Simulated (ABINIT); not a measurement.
Wanted: the native input for an ABINIT 10.8.3 (patched build) run.

```
Task                : single point
Functional          : LDA
Potentials or basis : JTH PAW LDA v2.0
Cutoff              : 463 eV
k mesh              : 9 × 9 × 2
Occupations         : fermi-dirac, width 0.05 eV
Spin                : no spin polarisation
Fine-grid cutoff    : 925.187 eV
```

Crystal: Re.

```xyz
4
Lattice="2.7664 0.0000 0.0000 -1.3832 2.3958 0.0000 0.0000 0.0000 8.9388" Properties=species:S:1:pos:R:3 pbc="T T T"
Re    1.3832    0.7986    6.7041
Re    0.0000    0.0000    4.4694
Re    0.0000    1.5972    2.2347
Re    0.0000    0.0000    0.0000
```

One way to write it, as run:

run.abi

```
pp_dirpath "./"
pseudos "Re.LDA_PW-JTH.xml"

acell 3*1.0 Angstrom
rprim
     2.7663873939     0.0000000000     0.0000000000
    -1.3831936969     2.3957617598     0.0000000000
     0.0000000000     0.0000000000     8.9388451600
ntypat 1
znucl 75
natom 4
typat 1 1 1 1
xred
     0.6666666667     0.3333333333     0.7500000000
     0.0000000000     0.0000000000     0.5000000000
     0.3333333333     0.6666666667     0.2500000000
     0.0000000000     0.0000000000     0.0000000000

ecut 17.0
pawecutdg 34.0

kptopt 1
ngkpt 9 9 2
nshiftk 1
shiftk 0.0 0.0 0.0

ixc 7

nband 36
occopt 3
tsmear 0.05 eV

nstep 100
tolvrs 1.0e-9

iomode 3
prtwf 0
prtden 0
prteig 0
prtebands 0
```

Potentials or basis: JTH PAW LDA v2.0.

The run is started by

```bash
$ abinit run.abi > log 2>&1
```

It gave:

```json
{
 "Band gap on the k mesh": "none (metal or under the smearing width)",
 "Valence electrons inside the program's atomic spheres": "Re 12.10, 12.12 (radii [1.1719] Å)"
}
```

Wall time 40 s on 1 thread of Arm Neoverse V1, with other jobs on the host, peak memory 0.12 GiB.
